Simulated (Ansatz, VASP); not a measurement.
# BaS in VASP and in Ansatz

```xyz
2
Lattice="3.8338 0.0000 0.0000 0.0000 3.8338 0.0000 0.0000 0.0000 3.8338" Properties=species:S:1:pos:R:3 pbc="T T T"
Ba    0.0000    0.0000    0.0000
S     1.9169    1.9169    1.9169
```

The cell was built by a generator and needn't be a form met in nature.

Alike in both runs: task single point; functional HSE06; k mesh 4 × 4 × 4; no spin polarisation.

|  | VASP | Ansatz |
| --- | --- | --- |
| version | VASP 6.6.1 | Ansatz 0.2.0 |
| potentials or method | VASP PAW PBE potentials, release 64 (Ba_sv, S) | plane waves, PAW |
| plane-wave cutoff (eV) | 520 | 420 |
| occupations | gaussian, width 0.01 eV | fixed |
| valence electrons in the cell | 16 | 16 |

|  | VASP | Ansatz | Ansatz less VASP |
| --- | --- | --- | --- |
| gap on the k mesh at the Fermi level (eV) | 2.34 | 2.45 | +0.117 |
| pressure (GPa) | 0.5 | -0.4 | -0.82 |

Ansatz warned: «stress_exchange_threshold_loose».

Caveats: the PAW data sets were made with another functional, which shifts forces and pressure a little (VASP); spin-orbit coupling is left out, which moves the levels of the heavy elements. A k mesh can miss the band edges.
